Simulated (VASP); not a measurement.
# Mo in VASP: density of states with PBE

Aim: the density of states of Mo with PBE.

All numbers are computed with VASP 6.6.1; they aren't measurements. Logs are shortened: lines on timing, memory, paths and dates and some standing lists are left out, and cuts for length are marked.

### Step 1. The structure

The cell holds a slab with vacuum, 1 atom: a = 3.161 Å, b = 3.161 Å, c = 16.000 Å, α = 90.00°, β = 90.00°, γ = 90.00°.

The slab is cut from a database's or a generator's crystal, which needn't be the stable form of the element.

### Step 2. Density of states, PBE

POSCAR

```
Mo
1.0
    3.1607300469      0.0000000000      0.0000000000
    0.0000000000      3.1607300469      0.0000000000
    0.0000000000      0.0000000000     16.0000000000
Mo
1
Direct
    0.0000000000      0.0000000000      0.5000000000
```

INCAR.step1

```
SYSTEM = Mo
PREC     = Accurate       ! precision mode
ENCUT    = 520            ! plane-wave cutoff, eV
EDIFF    = 1E-6           ! SCF threshold, eV
ISMEAR   = -1             ! smearing method
SIGMA    = 0.08           ! smearing width, eV
LREAL    = .FALSE.        ! projectors in reciprocal space
LASPH    = .TRUE.         ! aspherical terms in the spheres
NELM     = 100            ! most SCF steps
ALGO     = Normal         ! electronic algorithm
ISIF     = 2              ! what is computed and relaxed
LWAVE    = .FALSE.        ! write WAVECAR
LCHARG   = .TRUE.         ! write CHGCAR
LMAXMIX  = 4              ! l up to which the mixer works
LDIPOL   = .TRUE.       
IDIPOL   = 3            
DIPOL    = 0.5 0.5 0.500
GGA      = PE             ! functional
NBANDS   = 13             ! bands
```

KPOINTS.step1

```
regular mesh
0
G
  12 12 1
  0 0 0
```

INCAR.step2

```
SYSTEM = Mo
PREC     = Accurate       ! precision mode
ENCUT    = 520            ! plane-wave cutoff, eV
EDIFF    = 1E-6           ! SCF threshold, eV
ISMEAR   = -5             ! smearing method
SIGMA    = 0.08           ! smearing width, eV
LREAL    = .FALSE.        ! projectors in reciprocal space
LASPH    = .TRUE.         ! aspherical terms in the spheres
NELM     = 100            ! most SCF steps
ALGO     = Normal         ! electronic algorithm
ISIF     = 2              ! what is computed and relaxed
LWAVE    = .FALSE.        ! write WAVECAR
LCHARG   = .FALSE.        ! write CHGCAR
LMAXMIX  = 4              ! l up to which the mixer works
LDIPOL   = .TRUE.       
IDIPOL   = 3            
DIPOL    = 0.5 0.5 0.500
GGA      = PE             ! functional
LORBIT   = 11             ! projections on sites
NBANDS   = 13             ! bands
NEDOS    = 2001           ! points of the DOS
ICHARG   = 11             ! starting density
```

KPOINTS.step2

```
regular mesh
0
G
  18 18 1
  0 0 0
```

Potentials or basis: VASP PAW PBE potentials, release 64 (Mo_sv).

Launch:

```sh
$ cat potpaw_PBE.64/Mo_sv/POTCAR > POTCAR
$ cp INCAR.step1 INCAR
$ cp KPOINTS.step1 KPOINTS
$ mpirun -np 1 vasp_std > vasp.out
$ cp INCAR.step2 INCAR
$ cp KPOINTS.step2 KPOINTS
$ mpirun -np 1 vasp_std > vasp.out
```

OUTCAR:

```text
SYSTEM = Mo
   PREC = Accurate
   ENCUT = 520
   EDIFF = 1E-6
   ISMEAR = -5
   LREAL = .FALSE.
   LASPH = .TRUE.
   NELM = 100
   ISIF = 2
   GGA = PE
   LORBIT = 11
   ICHARG = 11

 ion  position               nearest neighbor table
   1  0.000  0.000  0.500-

  LATTYP: Found a simple tetragonal cell.
 ALAT       =     3.1607300469
 C/A-ratio  =     5.0621216499

  Lattice vectors:

 A1 = (   3.1607300469,   0.0000000000,   0.0000000000)
 A2 = (   0.0000000000,   3.1607300469,   0.0000000000)
 A3 = (   0.0000000000,   0.0000000000,  16.0000000000)

Analysis of symmetry for initial positions (statically):
=====================================================================
 Subroutine PRICEL returns:
 Original cell was already a primitive cell.

 Routine SETGRP: Setting up the symmetry group for a
 simple tetragonal supercell.

 Subroutine GETGRP returns: Found 16 space group operations
 (whereof 16 operations were pure point group operations)
 out of a pool of 16 trial point group operations.

The static configuration has the point symmetry D_4h.

Analysis of symmetry for dynamics (positions and initial velocities):
=====================================================================
 Subroutine PRICEL returns:
 Original cell was already a primitive cell.

 Routine SETGRP: Setting up the symmetry group for a
 simple tetragonal supercell.

 Subroutine GETGRP returns: Found 16 space group operations
 (whereof 16 operations were pure point group operations)
 out of a pool of 16 trial point group operations.

The dynamic configuration has the point symmetry D_4h.

 Subroutine INISYM returns: Found 16 space group operations
 (whereof 16 operations are pure point group operations),
 and found     1 'primitive' translations

----------------------------------------------------------------------------------------

                                     Primitive cell

  volume of cell :     159.8434

  direct lattice vectors                    reciprocal lattice vectors
     3.160730047  0.000000000  0.000000000     0.316382603  0.000000000  0.000000000
     0.000000000  3.160730047  0.000000000     0.000000000  0.316382603  0.000000000
     0.000000000  0.000000000 16.000000000     0.000000000  0.000000000  0.062500000

  length of vectors
     3.160730047  3.160730047 16.000000000     0.316382603  0.316382603  0.062500000

  position of ions in fractional coordinates (direct lattice)
     0.000000000  0.000000000  0.500000000

  ion indices of the primitive-cell ions
   primitive index   ion index
                 1           1

----------------------------------------------------------------------------------------

 KPOINTS: regular mesh

Automatic generation of k-mesh.
 Grid dimensions read from file:
 generate k-points for:   18   18    1

 Generating k-lattice:

  Cartesian coordinates                     Fractional coordinates (reciprocal lattice)
     0.017576811  0.000000000  0.000000000     0.055555556  0.000000000  0.000000000
     0.000000000  0.017576811  0.000000000     0.000000000  0.055555556  0.000000000
     0.000000000  0.000000000  0.062500000     0.000000000  0.000000000  1.000000000

  Length of vectors
     0.017576811  0.017576811  0.062500000

  Shift w.r.t. Gamma in fractional coordinates (k-lattice)
     0.000000000  0.000000000  0.000000000

 TETIRR: Found    495 inequivalent tetrahedra from     1944

 Subroutine IBZKPT returns following result:
 ===========================================

 Found     55 irreducible k-points:

 Following reciprocal coordinates:
            Coordinates               Weight
  0.000000  0.000000  0.000000      1.000000
  0.055556  0.000000  0.000000      4.000000
  0.111111  0.000000  0.000000      4.000000
  0.166667  0.000000  0.000000      4.000000
  0.222222  0.000000  0.000000      4.000000
  0.277778  0.000000  0.000000      4.000000
[... 16 lines left out ...]
  0.277778  0.111111  0.000000      8.000000
  0.333333  0.111111  0.000000      8.000000
 [... further k-points ...]
   k-points           NKPTS =     55   k-points in BZ     NKDIM =     55   number of bands    NBANDS=     13
   number of dos      NEDOS =   2001   number of ions     NIONS =      1
   total plane-waves  NPLWV =  69120
   dimension x,y,z NGX =    24 NGY =   24 NGZ =  120
   dimension x,y,z NGXF=    48 NGYF=   48 NGZF=  240
   ions per type =               1
   NGX,Y,Z   is equivalent  to a cutoff of  12.62, 12.62, 12.47 a.u.
   NGXF,Y,Z  is equivalent  to a cutoff of  25.25, 25.25, 24.94 a.u.
 SYSTEM =  Mo
   PREC   = accura    normal or accurate (medium, high low for compatibility)
   ISTART =      0    job   : 0-new  1-cont  2-samecut
   ICHARG =     11    charge: 1-file 2-atom 10-const
   ISPIN  =      1    spin polarized calculation?
   LNONCOLLINEAR =      F non collinear calculations
   LSORBIT =      F    spin-orbit coupling
   LASPH  =      T    aspherical Exc in radial PAW
   ENCUT  =  520.0 eV  38.22 Ry    6.18 a.u.   5.88  5.88 29.75*2*pi/ulx,y,z
   NELM   =    100;   NELMIN=  2; NELMDL=  0     # of ELM steps
   EDIFF  = 0.1E-05   stopping-criterion for ELM
   LREAL  =      F    real-space projection
   EDIFFG = 0.1E-04   stopping-criterion for IOM
   NSW    =      0    number of steps for IOM
   IBRION =     -1    ionic relax: 0-MD 1-quasi-New 2-CG
   NFREE  =      0    steps in history (QN), initial steepest desc. (CG)
   ISIF   =      2    stress and relaxation
   ISYM   =      2    0-nonsym 1-usesym 2-fastsym
   POTIM  = 0.5000    time-step for ionic-motion
   TEBEG  =    0.0;   TEEND  =   0.0 temperature during run
   PSTRESS=    0.0 pullay stress
   NELECT =      14.0000    total number of electrons
   NUPDOWN=      -1.0000    fix difference up-down
   EMIN   =  10.00;   EMAX   =-10.00  energy-range for DOS
   EFERMI =   0.00;   METHOD = LEGACY
   ISMEAR =    -5;   SIGMA  =   0.08  broadening in eV -4-tet -1-fermi 0-gaus
   EFERMI_NEDOS =   21; number of points for ismear=-14 and -15
   IALGO  =     38    algorithm
   IMIX   =      4    mixing-type and parameters
     AMIX     =   0.40;   BMIX     =  1.00
     AMIX_MAG =   1.60;   BMIX_MAG =  1.00
  volume/ion in A,a.u.               =     159.84      1078.68
  Fermi-wavevector in a.u.,A,eV,Ry     =   0.727030  1.373888  7.191675  0.528573
  Thomas-Fermi vector in A             =   1.818152
   LORBIT       =     11    0 simple, 1 ext, 2 COOP (PROOUT), +10 PAW based schemes
   GGA     = PE    functional components
   LHFCALC =     F    Hartree Fock is set to
   AEXX    =    0.0000 exact exchange contribution
   IVDW    =     0    specifies the selected vdW correction
   LEPSILON=     F    determine dielectric tensor
   LRPA    =     F    only Hartree local field effects (RPA)
 non-spin polarized calculation
 Fermi weights with tetrahedron method with Bloechl corrections
  energy-cutoff  :      520.00
  volume of cell :      159.84
 maximum number of plane-waves:      4344
 NGX is ok and might be reduce to    24

 number of electron      14.0000005 magnetization

 dipolmoment           0.000000      0.000000     -0.000000 electrons x Angstroem

 Free energy of the ion-electron system (eV)
  ---------------------------------------------------
  ext. energy  EPLUGINS =         0.00000000
  ---------------------------------------------------
  free energy    TOTEN  =        -5.69645865 eV

  energy without entropy =       -5.69645865  energy(sigma->0) =       -5.69645865

 E-fermi :  -2.9415     XC(G=0):  -2.8025

 val. band max:       -2.9170228016   @ k =   0.3889   0.2778   0.0000
 cond. band min:      -2.9435982195   @ k =   0.2222   0.2222   0.0000
 fundamental gap:     -0.0265754179
 Fermi energy:        -2.9415127157

 k-point     1 :       0.0000    0.0000    0.0000
  band No.  band energies     occupation
      1     -63.9470      2.00000
      2     -38.0990      2.00000
      3     -37.7987      2.00000
      4     -37.7987      2.00000
      5      -6.0704      2.00000
      6      -4.5453      2.00000
      7      -3.4427      2.00000
      8      -1.9523      0.00000
      9      -1.9523      0.00000
     10      -1.5045      0.00000
     11      -1.1180      0.00000
     12       1.4534      0.00000
     13       2.2061      0.00000

 k-point     2 :       0.0556    0.0000    0.0000
  band No.  band energies     occupation
      1     -63.9465      2.00000
      2     -38.0984      2.00000
      3     -37.8054      2.00000
      4     -37.7981      2.00000
      5      -6.0092      2.00000
      6      -4.5096      2.00000
      7      -3.4241      2.00000
      8      -2.1613      0.00000
      9      -1.9470      0.00000
     10      -1.2905      0.00000
     11      -1.1608      0.00000
     12       1.4973      0.00000
     13       2.2597      0.00000

 k-point     3 :       0.1111    0.0000    0.0000
  band No.  band energies     occupation
      1     -63.9450      2.00000
      2     -38.0966      2.00000
      3     -37.8249      2.00000
      4     -37.7965      2.00000
      5      -5.8336      2.00000
      6      -4.3990      2.00000
      7      -3.3692      2.00000
      8      -2.4960      0.00000
      9      -1.9317      0.00000
     10      -1.2810      0.00000
     11      -0.9344      0.00000
     12       1.6289      0.00000
     13       2.4179      0.00000
[... 305 lines left out ...]
 k-point    23 :       0.2778    0.1111    0.0000
  band No.  band energies     occupation
      1     -63.9346      2.00000
      2     -38.0843      2.00000
      3     -37.9267      2.00000
      4     -37.8139      2.00000
      5      -4.6930      2.00000
      6      -3.4148      2.00000
      7      -3.3903      2.00000
      8      -2.9702      1.37710
      9      -2.1478      0.00000
     10      -1.9912      0.00000
     11       0.6783      0.00000
     12       2.7286      0.00000
     13       3.6634      0.00000

 k-point    24 :       0.3333    0.1111    0.0000
  band No.  band energies     occupation
      1     -63.9318      2.00000
      2     -38.0808      2.00000
      3     -37.9624      2.00000
      4     -37.8108      2.00000
      5      -4.4514      2.00000
      6      -3.6126      2.00000
      7      -3.0645      2.02646
      8      -2.8144     -0.07562
      9      -2.1094      0.00000
     10      -1.9747      0.00000
     11       1.1699      0.00000
     12       3.2114      0.00000
     13       3.8592      0.00000

 [... further k-points ...]

------------------------ aborting loop because EDIFF is reached ----------------------------------------

 vacuum level on the upper side and lower side of the slab       (xc-potential included)        -0.099        -0.099

  FORCE on cell =-STRESS in cart. coord.  units (eV):
  Direction    XX          YY          ZZ          XY          YZ          ZX
  --------------------------------------------------------------------------------------
  -------------------------------------------------------------------------------------
  Total       -7.9775712     -7.9775712      0.7724487      0.0000000      0.0000000      0.0000000
  in kB      -79.9625215    -79.9625215      7.7425749      0.0000000      0.0000000      0.0000000
  external PRESSURE =     -50.7274894 kB  Pullay stress =       0.0000000 kB

 VOLUME and BASIS-vectors are now :
 -----------------------------------------------------------------------------
  energy-cutoff  :      520.00
  volume of cell :      159.84
      direct lattice vectors                 reciprocal lattice vectors
     3.160730047  0.000000000  0.000000000     0.316382603  0.000000000  0.000000000
     0.000000000  3.160730047  0.000000000     0.000000000  0.316382603  0.000000000
     0.000000000  0.000000000 16.000000000     0.000000000  0.000000000  0.062500000

 POSITION                                       TOTAL-FORCE (eV/Angst)
 -----------------------------------------------------------------------------------
      0.00000      0.00000      8.00000         0.000000      0.000000      0.000000
 -----------------------------------------------------------------------------------
    total drift:                                0.000000     -0.000000     -0.000000

  FREE ENERGIE OF THE ION-ELECTRON SYSTEM (eV)
  ---------------------------------------------------
  free  energy   TOTEN  =        -5.6964586478 eV

  energy  without entropy=       -5.6964586478  energy(sigma->0) =       -5.69645865

 vacuum level on the upper side and lower side of the slab         1.747         1.747

 total charge

# of ion       s       p       d       tot
------------------------------------------
    1        2.265   5.996   3.685  11.946
```

Run time: 84 s. Hardware: 1 thread of Intel Xeon Platinum 8259CL at 2.50GHz (Skylake/Cascade Lake), shared host; peak memory 0.28 GiB.

Results:

- Valence electrons inside the program's atomic spheres: Mo 11.95

States per cell in windows of 0.5 eV (zero at the Fermi level; states under -8 eV left out):
| from (eV) | total | Mo1_d | Mo1_s | Mo1_p |
| --- | --- | --- | --- | --- |
| -8.0 | 0.00 | 0.00 | 0.00 | 0.00 |
| -7.5 | 0.00 | 0.00 | 0.00 | 0.00 |
| -7.0 | 0.00 | 0.00 | 0.00 | 0.00 |
| -6.5 | 0.00 | 0.00 | 0.00 | 0.00 |
| -6.0 | 0.00 | 0.00 | 0.00 | 0.00 |
| -5.5 | 0.00 | 0.00 | 0.00 | 0.00 |
| -5.0 | 0.00 | 0.00 | 0.00 | 0.00 |
| -4.5 | 0.00 | 0.00 | 0.00 | 0.00 |
| -4.0 | 0.00 | 0.00 | 0.00 | 0.00 |
| -3.5 | 0.04 | 0.00 | 0.01 | 0.00 |
| -3.0 | 0.18 | 0.02 | 0.04 | 0.00 |
| -2.5 | 0.22 | 0.04 | 0.05 | 0.00 |
| -2.0 | 0.58 | 0.28 | 0.06 | 0.01 |
| -1.5 | 1.12 | 0.66 | 0.05 | 0.01 |
| -1.0 | 1.70 | 1.18 | 0.02 | 0.01 |
| -0.5 | 2.28 | 1.59 | 0.03 | 0.02 |
| 0.0 | 2.06 | 1.49 | 0.05 | 0.02 |
| 0.5 | 1.76 | 1.39 | 0.04 | 0.01 |
| 1.0 | 1.02 | 0.77 | 0.02 | 0.02 |
| 1.5 | 0.53 | 0.27 | 0.02 | 0.03 |
| 2.0 | 0.34 | 0.12 | 0.01 | 0.02 |
| 2.5 | 0.30 | 0.07 | 0.01 | 0.02 |
| 3.0 | 0.26 | 0.04 | 0.01 | 0.02 |
| 3.5 | 0.28 | 0.04 | 0.01 | 0.02 |
| 4.0 | 0.31 | 0.03 | 0.00 | 0.02 |
| 4.5 | 0.81 | 0.14 | 0.05 | 0.04 |
| 5.0 | 0.85 | 0.11 | 0.04 | 0.04 |
| 5.5 | 0.83 | 0.07 | 0.03 | 0.04 |
| 6.0 | 0.64 | 0.05 | 0.01 | 0.03 |
| 6.5 | 0.67 | 0.06 | 0.03 | 0.03 |
| 7.0 | 0.54 | 0.04 | 0.01 | 0.02 |
| 7.5 | 0.35 | 0.02 | 0.01 | 0.01 |

Caveat: tetrahedron occupations give inexact forces and stress in metals.
